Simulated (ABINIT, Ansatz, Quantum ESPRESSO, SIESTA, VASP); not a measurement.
Lu: 6 runs at one level of theory

```xyz
2
Lattice="3.5031 0.0000 0.0000 -1.7515 3.0338 0.0000 0.0000 0.0000 5.5509" Properties=species:S:1:pos:R:3 pbc="T T T"
Lu    1.7575    1.0135    4.1754
Lu    0.0088    2.0001    1.3814
```

Atoms were shifted at random by some hundredths of an Å from the given cell, which wasn't relaxed again for these runs.

Alike in all runs: task single point; functional PBE; k mesh 9 × 9 × 5; occupations fermi-dirac, width 0.05 eV; no spin polarisation; no spin-orbit coupling. Pressure is positive in compression and, in plane waves, holds the error of the finite cutoff, which Ansatz's Pulay term estimates and takes out.

```csv
program and potentials,plane-wave cutoff (eV),notes,pressure (GPa),largest force (eV/Å),energy over the undisturbed cell (meV/atom)
"ABINIT, JTH PAW PBE v2.0",626,-,?,?,?
"Ansatz, Ansatz PAW (earlier soft set)",420,Pulay term of +0.05 GPa included,-0.51,0.084,0.53
"Quantum ESPRESSO, SSSP 1.3 efficiency PBE",748,-,-0.61,0.082,0.53
"SIESTA, files PseudoDojo sr-pbe-0.4.1-standard, DZP (energy shift 0.003 Ry; two zetas on semicore shells)",-,atomic basis,-1.04,0.090,0.54
"Ansatz, all-electron LAPW, scalar-relativistic",-,-,-0.51,0.084,-
"VASP, PBE PAW files Lu, 520 eV",520,-,-0.39,0.084,-
```

**Question.** Estimate from the other rows what the run with ABINIT, JTH PAW PBE v2.0 gave.

**Answer.** Pressure -1.20 GPa; largest force 0.088 eV/Å; energy over the undisturbed cell 0.55 meV/atom. The other rows, which needn't bracket it: pressure -1.04 to -0.39; largest force 0.082 to 0.090; energy over the undisturbed cell 0.53 to 0.54.
